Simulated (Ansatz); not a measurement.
# HgSe: the cost of one run

Method: DFT PBE, scalar-relativistic, plane waves, PAW, in Ansatz 0.2.0.

2 further runs of the same task are left out: 1 that didn't finish, 1 set aside as unsound or not needed.

### Step 1. The structure to begin with

The structure is cubic, space group F-43m (No. 216). Conventional cell: a = 6.652 Å, b = 6.652 Å, c = 6.652 Å, α = 90.00°, β = 90.00°, γ = 90.00°. Hg (site symmetry -43m) is surrounded by 4 Te at 2.88 Å. Te (site symmetry -43m) has 4 Hg at 2.88 Å as nearest neighbours.

Coordinates:

```cif
data_structure
_symmetry_space_group_name_H-M 'F-43m'
_symmetry_Int_Tables_number 216
_cell_length_a 6.6524
_cell_length_b 6.6524
_cell_length_c 6.6524
_cell_angle_alpha 90.000
_cell_angle_beta 90.000
_cell_angle_gamma 90.000
_cell_volume 294.40
loop_
_atom_site_label
_atom_site_type_symbol
_atom_site_symmetry_multiplicity
_atom_site_Wyckoff_symbol
_atom_site_fract_x
_atom_site_fract_y
_atom_site_fract_z
_atom_site_occupancy
Hg1 Hg 4 a 0.00000 0.00000 0.00000 1
Te1 Te 4 d 0.25000 0.25000 0.75000 1
```

It goes back to an entry of the Materials Project.

It is the result of an earlier relaxation at this level (volume 36.80 Å³/atom; gap on the mesh: none (metal)).

### Step 2. Te → Se: the starting cell

The start of HgSe: fractional positions of relaxed HgTe, cell scaled by 0.955, a guess from tabulated radii.

### Step 3. Quick check of gap, pressure and forces (HgSe)

Contents of input.yaml:

```yaml
crystal:
  lattice:
    - [0.0, 3.1756803686, 3.1756803686]
    - [3.1756803686, 0.0, 3.1756803686]
    - [3.1756803686, 3.1756803686, 0.0]
  atoms:
    - { symbol: Hg, position: [0.0, 0.0, 0.0] }
    - { symbol: Se, position: [0.25, 0.25, 0.25] }
basis:
  ecutwfc: 420
kpoints:
  mp_grid: { grid: [6, 6, 6] }
hamiltonian:
  xc: pbe
scf:
  occupations: { method: gaussian, width: 0.1 }
output:
  forces: true
  stress: true
  eigenvalues: true
```

Command:

```console
$ ansatz run input.yaml --threads 1 --pin off --max-ram 2560MiB --backend cpu --events-out ev --progress --plain --runs-dir out
```

**Question.** How long does this run take on 1 thread of Intel Xeon at 2.50GHz (Skylake/Cascade Lake), shared host, and how much memory does it need?

About 4.3 s, with a peak of 0.35 GiB.
